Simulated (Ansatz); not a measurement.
Input of an Ansatz 0.2.0 run:

input.yaml

```yaml
crystal:
  lattice:
    - [1.488052925, -2.59468961, 0.0]
    - [1.488052925, 2.59468961, 0.0]
    - [0.0, 0.0, 4.72759579]
  atoms:
    - { symbol: Ge, position: [0.33344663, 0.66655337, 0.25] }
    - { symbol: Ge, position: [0.66655337, 0.33344663, 0.75] }
kpoints:
  mp_grid: { grid: [10, 10, 6] }
scf:
  occupations: { method: fermi_dirac, width: 0.05 }
hamiltonian:
  xc: pbesol
  pseudopotentials: { kind: all_electron, datasets: crystal }
output:
  forces: true
  stress: true
  eigenvalues: true
  dos: { projected: false, de: 0.2, e_range: [-10, 10] }
  elf: true
  volumetric_format: npy
```

Potentials or basis: all-electron PAW datasets made for the crystal.

Run with:

```console
$ ansatz run input.yaml --threads 1 --pin off --max-ram 3072MiB --backend cpu --events-out ev --progress --plain --runs-dir out
```

(1) Predict the pressure.

(2) Predict the band gap on the k mesh.

Answers

(1) 0.5 GPa.

(2) none (metal or under the smearing width).

Caveat: the program warned that the printed levels may be off, so bands, gaps and densities of states are rough.
